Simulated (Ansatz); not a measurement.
# Hf3N2: the cost of one run

Method: DFT PBE, scalar-relativistic, plane waves, PAW, in Ansatz 0.2.0.

3 further runs of the same task are left out: 2 that didn't finish, 1 set aside as unsound or not needed.

**1. The starting structure**

Symmetry: Cmmm, No. 65, orthorhombic system. The conventional cell has a = 4.498 Å, b = 5.376 Å, c = 7.900 Å, α = 90.00°, β = 90.00°, γ = 90.00°. Hf (site symmetry mm2) is surrounded by 4 N at 2.44 Å. Around Hf (site symmetry mmm) lie 4 N at 1.75 Å. Around N (site symmetry 2/m) lie 6 Hf at 1.75 to 2.44 Å.

As a file:

```cif
data_structure
_symmetry_space_group_name_H-M 'Cmmm'
_symmetry_Int_Tables_number 65
_cell_length_a 4.4980
_cell_length_b 5.3760
_cell_length_c 7.8998
_cell_angle_alpha 90.000
_cell_angle_beta 90.000
_cell_angle_gamma 90.000
_cell_volume 191.03
loop_
_atom_site_label
_atom_site_type_symbol
_atom_site_symmetry_multiplicity
_atom_site_Wyckoff_symbol
_atom_site_fract_x
_atom_site_fract_y
_atom_site_fract_z
_atom_site_occupancy
Hf1 Hf 4 l 0.50000 0.00000 0.71416 1
Hf2 Hf 2 d 0.00000 0.00000 0.50000 1
N1 N 4 f 0.25000 0.25000 0.50000 1
```

A structure generator made this guess: random cell by space group and Wyckoff sites (Cmmm, No. 65). Its size is a rough estimate.

**2. The guess as it stands, on a coarse mesh**

The input, input.yaml:

```yaml
crystal:
  lattice:
    - [2.24898247, -2.68802081, 0.0]
    - [2.24898247, 2.68802081, 0.0]
    - [0.0, 0.0, 7.89978411]
  atoms:
    - { symbol: Hf, position: [0.5, 0.5, 0.71416029] }
    - { symbol: Hf, position: [0.5, 0.5, 0.28583971] }
    - { symbol: Hf, position: [0.0, 0.0, 0.5] }
    - { symbol: "N", position: [0.0, 0.5, 0.5] }
    - { symbol: "N", position: [0.5, 0.0, 0.5] }
basis:
  ecutwfc: 420
kpoints:
  mp_grid: { grid: [6, 6, 2] }
hamiltonian:
  xc: pbe
scf:
  occupations: { method: gaussian, width: 0.1 }
  lower_state_search: "off"
output:
  forces: true
  stress: true
  eigenvalues: true
```

Started as:

```bash
> ansatz run input.yaml --threads 1 --pin off --max-ram 2560MiB --backend cpu --events-out ev --progress --plain --runs-dir out
```

**Question.** How long does this run take on 1 thread of Arm Neoverse V1, shared host, and how much memory does it need?

About 8.5 s, with a peak of 0.39 GiB.
